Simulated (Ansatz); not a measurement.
# 1 layer of InSe: band edges up the ladder, part 3 of 3

Take 1 layer of InSe out of the relaxed bulk and relax. How do gap and band edges of 1 layer of InSe move from rung to rung, and at what price?

Ansatz 0.2.0; DFT PBE+D3(BJ), scalar-relativistic, plane waves, PAW. Steps at another level of theory say so in their titles or inputs.

**7. Levels with PBE0**

The COD entry's cell or inner coordinates are ideal or old and differ from later refinements, so a difference from it is no clean test against experiment.

Contents of input.yaml:

```yaml
crystal:
  lattice:
    - [4.026705068, 0.0, 0.0]
    - [-2.013352534, 3.4872288824, 0.0]
    - [0.0, 0.0, 36.7193937277]
  atoms:
    - { symbol: Se, position: [0.0, 0.0, 0.4266543156] }
    - { symbol: In, position: [0.6666666667, 0.3333333333, 0.4619335475] }
    - { symbol: In, position: [0.6666666667, 0.3333333333, 0.538039529] }
    - { symbol: Se, position: [0.0, 0.0, 0.5733186984] }
  periodic: [true, true, false]
basis:
  ecutwfc: 420
kpoints:
  mp_grid: { grid: [6, 6, 1] }
  band_path:
    path:
      - [0.0, 0.0, 0.0]
      - [0.5, 0.0, 0.0]
      - [0.3333333333, 0.3333333333, 0.0]
      - [-0.09375, 0.1875, 0.0]
    npoints: 1
hamiltonian:
  xc: pbe0
scf:
  occupations: { method: fixed }
  n_extra_bands: 6
output:
  eigenvalues: true
  write_density: true
  write_potential: true
  elf: true
  volumetric_format: npy
```

Command:

```bash
$ ansatz run input.yaml --threads 2 --pin off --max-ram 5120MiB --backend cpu --events-out ev --progress --plain --runs-dir out
```

The log of the run:

```text
Warning: the atoms were moved onto the symmetric positions of the space group found under crystal.symmetry.tolerance 1.0e-5 (fractional; no operation is sought that the atoms, as they stand in a round, miss by more than twice it, and no atom is moved by as much as it), and the run uses the moved positions. Before a round's move an operation carried an atom to 1.15e-6 Å from where it should land, the largest such distance. Atom 0 (counting from 0) moved farthest, by 5.74e-7 Å; the longest move in fractions of the cell, of whichever atom, is 1.6e-3 of the tolerance, in 1 round. To run the atoms as typed, lower crystal.symmetry.tolerance until the operations that they miss are no longer found, or set crystal.symmetry.detect: false (a key that needs symmetry detection or time reversal refuses this as the deck is read). The positions used, in the order of the run's atom list: position: [-2.7755575615628914e-17, 0.0, 0.42665433122499996]; position: [0.6666666666666666, 0.3333333333333333, 0.461933531875]; position: [0.6666666666666666, 0.3333333333333333, 0.538039513375]; position: [-2.7755575615628914e-17, 0.0, 0.573318714025]; The lattice was moved too: crystal.lattice keeps the space group found at crystal.symmetry.tolerance 1.0e-5 only nearly: the operation that it misses by the most changes a squared length by the fraction 1.77e-11. The run uses the lattice that is a stretch of the typed one, with no rotation, onto the one that keeps every operation to a double's rounding (on a very oblique basis the stretch itself rounds by more); the deck's lattice vector that moved farthest moved by 2.05e-11 Å. To run the lattice as typed, set crystal.symmetry.detect: false, as for the atoms. crystal.lattice made exact, in Å and degrees: [[4.026705067979478, 0.0, 0.0], [-2.013352533989739, 3.4872288824177726, 0.0], [0.0, 0.0, 36.7193937277]]. Pasted over the deck's crystal.lattice, beside positions in fractional coordinates, it runs the same cell (given as lengths and angles, that cell in the form's own orientation, a rigid turn of the misfit's size from the one run here, for which a checkpoint.post_process_only pass over this run's state can be refused: where this run relaxes nothing, give such a pass this deck's own crystal.lattice, as typed; behind a relaxation, as crystal.lattice, the state's own cell, identity.cell in its checkpoint.json), and a matrix so pasted ends this notice, except on a very skew basis of the lattice, where the rounding of the pasted numbers themselves can read as a misfit: the cell is then moved again, and that move is told again. The lattice as run is in this notice's lattice.as_run_ang field (Run.prep()["deck_notices"] in Python, the deck_notice line of an events file, deck_notices of ansatz run --dry-run=json, or deck_notices in record.json in the deck's checkpoint.write directory).
Warning: RAYON_NUM_THREADS=2 ignored (pool sized by the plan → 2); use --threads N
scf.n_extra_bands = 6 over 29 filled bands (N_el = 58.0): the run solves 35 bands
Engine: ansatz 0.2.0, x86_64-unknown-linux-gnu
Pseudopotentials: kind: paw
Pseudopotential: Se, paw, valence charge 16, recommended cutoff 420 eV (normal), Se.paw.azcp
Pseudopotential: In, paw, valence charge 13, recommended cutoff 420 eV (normal), In.paw.azcp
Functional definition: PBE0
  parameter a = 0.25
  parameter kappa = 0.804
  parameter beta = 0.06672455060314922
  exchange = (1 - a)*pbe_x(kappa = kappa, mu = beta*pi^2/3) + a*exact_x
  correlation = pbe_c(beta = beta)
davidson cushion auto → on  (no smearing: the cushion is to keep the highest requested band from converging to the state above it; pin scf.eigensolver.cushion to override)
Crystal: 4 atoms, lattice volume = 515.615 Å³
Basis set: ecut = 420 eV, 10107 PW (Γ)
Bands: 35, of which v1, the nominal top of the filled ones, is band 29 counted from 1 (28 counted from 0)
Symmetry: 12 space group operations
Space group: P-6m2 (ITA 187), of the structure as read, at distance tolerance 8.0e-5 Å
k-points: 7 of 36 (time reversal used)
Non-local potential: Se, projectors of the file, l = 0: 2, l = 1: 2, l = 2: 3, l = 3: 1
Non-local potential: In, projectors of the file, l = 0: 2, l = 1: 2, l = 2: 2, l = 3: 2
PAW form: soft (Blöchl's): semilocal exchange-correlation on the pseudo side does not see the compensation charge
PAW frozen core: Se, regenerated for the run's functional, and the local potential with it (the file was generated under x = pbe(κ = 0.804, μ = 0.2195149727645171), c = pbe(β = 0.06672455060314922))
PAW frozen core: In, regenerated for the run's functional, and the local potential with it (the file was generated under x = pbe(κ = 0.804, μ = 0.2195149727645171), c = pbe(β = 0.06672455060314922))
PAW one-centre angular grid: Se, 590 points (default); XC on 64 Gauss nodes
PAW one-centre angular grid: In, 590 points (default); XC on 64 Gauss nodes
Initial density: superposition of atomic densities (neutral atoms: chi_scale 0, normalization atom), corrected by the library's trained network
Initial wavefunctions: pseudopotential atomic-orbital guess
Functional: x = pbe(κ = 0.804, μ = 0.2195149727645171), c = pbe(β = 0.06672455060314922), warm-up for x = 0.75 pbe(κ = 0.804, μ = 0.2195149727645171) + 0.25 exact, c = pbe(β = 0.06672455060314922)
SCF iter   1: F=—  HF=-22135.922756 eV  |F-HF|=—  |Δ(HF+E_count)|=         —  Δρ=1.06e-3  dr2=1.44e-2  ethr=1.77e-3  ⟨swp⟩=15.0  Hψ=1145  notcnv=2
preconditioner: auto → none  [insulator: Δε(μ)=1.633 eV  Ē_g=13.845 eV  n_scr=64 (ndim 8)  ℏωp=10.1 eV  f_vac=0.756]
SCF iter   2: F=—  HF=-22135.926322 eV  |F-HF|=—  |Δ(HF+E_count)|=   3.57e-3  Δρ=8.38e-4  dr2=2.55e-2  ethr=2.48e-5  ⟨swp⟩=6.6  Hψ=814  notcnv=0  defer=7
iter 3 solved again at ethr=2.10e-6 eV; its pass at ethr=2.48e-5 eV (dr2=1.22e-3 eV) is discarded
SCF iter   3: F=—  HF=-22135.922122 eV  |F-HF|=—  |Δ(HF+E_count)|=   4.20e-3  Δρ=2.59e-4  dr2=1.28e-3  ethr=2.10e-6  ⟨swp⟩=4.3  Hψ=1266  notcnv=0  defer=4
SCF iter   4: F=-22135.922110 eV  HF=-22135.922056 eV  |F-HF|=5.38e-5  |Δ(HF+E_count)|=   6.65e-5  Δρ=1.02e-4  dr2=4.97e-5  ethr=2.10e-6  ⟨swp⟩=4.3  Hψ=614  notcnv=0  defer=5
SCF 1 stopped early in 4 iterations: F = -22135.922110 eV  dr2 = 4.97e-5
Initial density: handed on by an earlier stage of this run
Initial wavefunctions: those handed on with the density
Functional: x = 0.75 pbe(κ = 0.804, μ = 0.2195149727645171) + 0.25 exact, c = pbe(β = 0.06672455060314922)
Frozen-core exchange: fock
SCF iter   1: F=—  HF=-22145.397636 eV  |F-HF|=—  |Δ(HF+E_count)|=         —  Δρ=2.37e-3  dr2=3.33e-2  ethr=8.58e-7  ⟨swp⟩=16.3  Hψ=1507  notcnv=0
preconditioner: auto → none  [insulator: Δε(μ)=2.986 eV  Ē_g=16.494 eV  n_scr=64 (ndim 8)  ℏωp=10.1 eV  f_vac=0.756]
SCF iter   2: F=—  HF=-22145.388758 eV  |F-HF|=—  |Δ(HF+E_count)|=   8.88e-3  Δρ=1.28e-3  dr2=2.60e-2  ethr=8.58e-7  ⟨swp⟩=6.3  Hψ=1123  notcnv=0  defer=8
SCF iter   3: F=—  HF=-22145.384987 eV  |F-HF|=—  |Δ(HF+E_count)|=   3.77e-3  Δρ=6.22e-4  dr2=8.67e-3  ethr=8.58e-7  ⟨swp⟩=6.9  Hψ=1096  notcnv=0  defer=2
SCF iter   4: F=—  HF=-22145.405272 eV  |F-HF|=—  |Δ(HF+E_count)|=   2.03e-2  Δρ=7.24e-4  dr2=4.10e-3  ethr=8.58e-7  ⟨swp⟩=5.6  Hψ=1071  notcnv=0  defer=1
SCF iter   5: F=—  HF=-22145.404505 eV  |F-HF|=—  |Δ(HF+E_count)|=   7.67e-4  Δρ=3.47e-4  dr2=9.40e-4  ethr=8.58e-7  ⟨swp⟩=4.3  Hψ=647  notcnv=0
SCF iter   6: F=—  HF=-22145.404348 eV  |F-HF|=—  |Δ(HF+E_count)|=   1.58e-4  Δρ=7.54e-5  dr2=1.29e-4  ethr=8.58e-7  ⟨swp⟩=3.1  Hψ=594  notcnv=0
SCF iter   7: F=—  HF=-22145.405038 eV  |F-HF|=—  |Δ(HF+E_count)|=   6.90e-4  Δρ=8.62e-5  dr2=1.25e-4  ethr=4.77e-8  ⟨swp⟩=5.6  Hψ=1016  notcnv=0
SCF iter   8: F=-22145.405009 eV  HF=-22145.405010 eV  |F-HF|=8.82e-7  |Δ(HF+E_count)|=   2.77e-5  Δρ=1.15e-5  dr2=5.39e-6  ethr=4.77e-8  ⟨swp⟩=4.7  Hψ=765  notcnv=0
SCF 2 stopped early in 8 iterations: F = -22145.405009 eV  dr2 = 5.39e-6
hybrid outer 1: dexx = +2.468e-2 eV, tail = 1.23e-4 eV
Frozen-core exchange: fock
SCF iter   1: F=—  HF=-22145.405225 eV  |F-HF|=—  |Δ(HF+E_count)|=         —  Δρ=2.48e-5  dr2=6.76e-6  ethr=1.06e-6  ⟨swp⟩=2.9  Hψ=549  notcnv=0
preconditioner: auto → none  [insulator: Δε(μ)=3.064 eV  Ē_g=16.502 eV  n_scr=64 (ndim 8)  ℏωp=10.1 eV  f_vac=0.756]
SCF iter   2: F=—  HF=-22145.405228 eV  |F-HF|=—  |Δ(HF+E_count)|=   2.98e-6  Δρ=1.47e-5  dr2=9.62e-7  ethr=8.08e-9  ⟨swp⟩=5.0  Hψ=975  notcnv=0
SCF iter   3: F=—  HF=-22145.405230 eV  |F-HF|=—  |Δ(HF+E_count)|=   1.45e-6  Δρ=7.86e-6  dr2=2.62e-7  ethr=1.20e-9  ⟨swp⟩=5.0  Hψ=763  notcnv=0  defer=1
iter 4 solved again at ethr=2.80e-11 eV; its pass at ethr=3.80e-10 eV (dr2=1.63e-8 eV) is discarded
SCF iter   4: F=-22145.405230 eV  HF=-22145.405230 eV  |F-HF|=4.98e-9  |Δ(HF+E_count)|=   4.06e-8  Δρ=2.27e-6  dr2=2.70e-8  ethr=2.80e-11  ⟨swp⟩=4.3  Hψ=1270  notcnv=0
SCF 3 converged in 4 iterations: F = -22145.405230 eV  dr2 = 2.70e-8
hybrid outer 2: dexx = +2.143e-6 eV, tail = 1.32e-7 eV, Δε = 3.09e-3 eV (about 1.83e-4 eV left of the loop's levels)
NSCF: frozen V_eff on 4 k-points
WARN: The output density's exchange-correlation potential varies sharply where the density is thin. Do not read a vacuum level from v_tot or v_xc, or from such a field of the output density. On a cell that repeats whose density bears no net charge and no dipole along the vacuum's axis use v_es (v_loc + v_h of the components); under efield.dipole_correction with no amplitude use v_es + v_field, which holds any external_charges[].barrier, or the levels of the report's work_function block, which leave it out; under a non-zero efield.amplitude the vacuum is tilted and has no level; on a cell that repeats and bears such a dipole with no correction it is tilted too, and efield.dipole_correction with no amplitude gives each side of its ramp a level where efield: is served; in a cell that repeats whose density bears a net charge (total_charge, or a fill off its count) it is curved and has none; of a slab under crystal.periodic whose density bears no net charge use v_es, which has a level on each side, short of where the two are joined; of another it falls or rises all the way out and has none; of a slab beside external_charges read slab_vacuum_level instead, which it has where they leave it neutral. The grid or the basis barely resolves most such structure, and the values can differ between equally converged runs; as a rule a tighter scf.convergence.dr2_threshold does not remove it. Where the density itself ripples (under the LDA too) a higher basis.ecutwfc lessens it. The files hold the spikes' plane waves up to the density's cutoff. Files: v_tot_of_output_density and the like, and their columns of v_z.tsv (output.write_potential); v_xc_of_output_density and the like, and their columns of v_comp_z.tsv (output.write_potential_components). Measured: with its Gaussian average of σ = 0.25 Å subtracted twice, the exchange-correlation potential is over 0.1 eV at 694 of the grid points where the equally averaged density (valence and model cores) is under 1e-3 e/Å³, and 1.13 eV at the most among them, at an averaged density of 1.3e-4 e/Å³. The input density's (outcome.potential() and, of a run that writes arrays, v_tot and v_xc) is over 0.1 eV, so measured, at 698 points of its own thin density, 1.13 eV at the most. See output.write_potential in the manual, Limitations
hybrid SCF converged: 2 outer / 12 inner (+4 warm-up), last move |dexx| = 2.14e-6 eV, tail = 1.32e-7 eV
Stability not checked: this state was not tested for a lower state beside it, because the functional holds exact exchange (a hybrid, or Hartree-Fock), whose exchange loop this test does not read (fock_operator; see scf.lower_state_search)
Free energy (F): -22145.405230 eV
Frozen-core exchange: fock
Harris-Foulkes:  -22145.405230 eV  (|F-HF|=4.98e-9)
Internal energy: -22145.405230 eV  (E = F + TS)
E sigma→0 (E₀):  -22145.405230 eV
Fermi energy:    -6.894623 eV
--- Per-component energies (eV) ---
  E_band       = -1806.860514
  E_kinetic    = 720.541355
  E_local      = -150672.841525  (includes V_loc(G=0)·N_el)
  E_nonlocal   = -457.518563
  E_hartree    = 74668.921812
  E_xc         = -489.715469
  E_vxc        = -303.111131  (∫ρ·V_xc dr)
  E_exx        = -225.068255  (= α·E_x^exact, valence–valence)
  E_paw        = -12064.602392  (= ΣΔE_a)
  E_vpaw       = 18.353374  (= ΣTr[D̂ρ^β])
  E_aug_tail   = -0.001154  (compensation charges beyond the density's cutoff)
  E_ewald      = 66376.023496
  E_core_change = -1.144536  (= ΣΔE_core)
  E_smearing   = -0.000000  (= −TS)
  E_closure    = 0.000000  (closes the sum)
  Σ components = -22145.405230   (vs F -22145.405230, Δ=3.64e-12)
--- Band table (eV; the first three rows and the last of 7) ---
  k-point 0: bands = ["-57.2986", "-57.2986", "-57.2986", "-57.2986", "-57.2714", "-57.2714", "-57.2714", "-57.2714", "-57.2601", "-57.2601", "-22.7096", "-22.5330", "-22.5330", "-22.4496", "-22.4496", "-22.4343", "-22.4343", "-22.2459", "-22.2459", "-22.1929", "-20.6765", "-20.5478", "-12.8016", "-10.2083", "-7.4144", "-7.4144", "-7.3304", "-7.3304", "-6.9536", "-3.8294", "-2.5527", "-0.2009", "-0.2009", "-0.0939", "-0.0928"]
  k-point 1: bands = ["-57.2986", "-57.2986", "-57.2986", "-57.2986", "-57.2714", "-57.2714", "-57.2714", "-57.2714", "-57.2601", "-57.2601", "-22.7083", "-22.5986", "-22.5289", "-22.5191", "-22.4407", "-22.4315", "-22.4221", "-22.2804", "-22.2485", "-22.1467", "-20.4089", "-20.2899", "-12.6486", "-10.3408", "-8.6983", "-8.4599", "-7.7507", "-7.6325", "-6.8946", "-2.8449", "-1.8907", "-0.9049", "-0.0538", "0.0168", "0.2427"]
  k-point 2: bands = ["-57.2986", "-57.2986", "-57.2985", "-57.2985", "-57.2714", "-57.2714", "-57.2714", "-57.2714", "-57.2601", "-57.2601", "-22.7545", "-22.6546", "-22.6346", "-22.5270", "-22.4537", "-22.3953", "-22.3907", "-22.3050", "-22.2533", "-22.0984", "-19.8250", "-19.7318", "-12.6463", "-11.4211", "-9.8264", "-8.8199", "-8.3191", "-8.1491", "-7.2596", "-3.0286", "-2.7140", "-0.8350", "-0.5152", "0.0564", "1.0810"]
  k-point 6: bands = ["-57.2985", "-57.2985", "-57.2985", "-57.2985", "-57.2714", "-57.2714", "-57.2714", "-57.2714", "-57.2601", "-57.2601", "-22.7935", "-22.6895", "-22.6546", "-22.5504", "-22.4332", "-22.4001", "-22.3910", "-22.2825", "-22.2824", "-22.0756", "-19.3159", "-19.2539", "-12.7773", "-11.8966", "-10.2874", "-9.9551", "-8.8639", "-8.3564", "-8.0336", "-3.0421", "-2.1835", "-1.3913", "-0.2814", "1.3651", "2.3769"]
  the weakly bound empty levels are not read free of the cell's end (exact_exchange)
```

Run time: 49 min. Hardware: 2 threads of Intel Xeon at 2.50GHz (Skylake/Cascade Lake), shared host; peak memory 4.5 GiB.

Levels at named points, in eV from the top of the last band filled by count:

| point | band 27 | band 28 | band 29 | band 30 | band 31 | band 32 |
| --- | --- | --- | --- | --- | --- | --- |
| Γ | -0.44 | -0.44 | -0.06 | 3.06 | 4.34 | 6.69 |
| M | -1.67 | -1.48 | -1.00 | 3.63 | 3.83 | 5.70 |
| K | -1.97 | -1.47 | -1.14 | 3.85 | 4.71 | 5.50 |
| top* | -0.91 | -0.78 | 0.00 | 4.06 | 5.45 | 5.52 |

* Points where the relaxation's level has its edges, typed into the path; another level's edges can lie beside them.

**8. All levels side by side**

| level | k mesh | gap (eV) | least direct gap (eV) | top at | bottom at | vacuum less top (eV) | vacuum less bottom (eV) | CPU time (s) |
| --- | --- | --- | --- | --- | --- | --- | --- | --- |
| PBE+D3(BJ), 250 eV and coarse mesh | 6×6×1 | 1.60 | 1.68 | (-0.09, 0.19, 0.00) | Γ | 6.03 | 4.42 | 28 |
| LDA | 9×9×1 | 1.46 | 1.54 | (-0.09, 0.19, 0.00) | Γ | 6.21 | 4.75 | 68 |
| PBE0 | 6×6×1 | 3.06 | 3.12 | (-0.09, 0.19, 0.00) | Γ | 6.89 | 3.83 | 5500 |

Gaps are by band count over the mesh and the named points; a gap of 0 means that the bands overlap or touch.

**9. Results**

The summary covers parts 1 to 3.

| quantity | value |
| --- | --- |
| energy to take the layers out | 19.2 meV/Å² |
| gap, LDA | 1.46 eV, indirect |
| gap, PBE0 | 3.06 eV, indirect |

The gap runs from 1.46 eV (LDA) to 3.06 eV (PBE0). PBE0 took about 81 times the CPU time of LDA, on unlike meshes where the table says so. The cheap run is there to show what low settings cost; its numbers aren't properties. In a sheet, weak screening makes both the quasiparticle correction and the exciton binding large; none of these levels holds either in full. The settings are coarse, so take the values as rough.
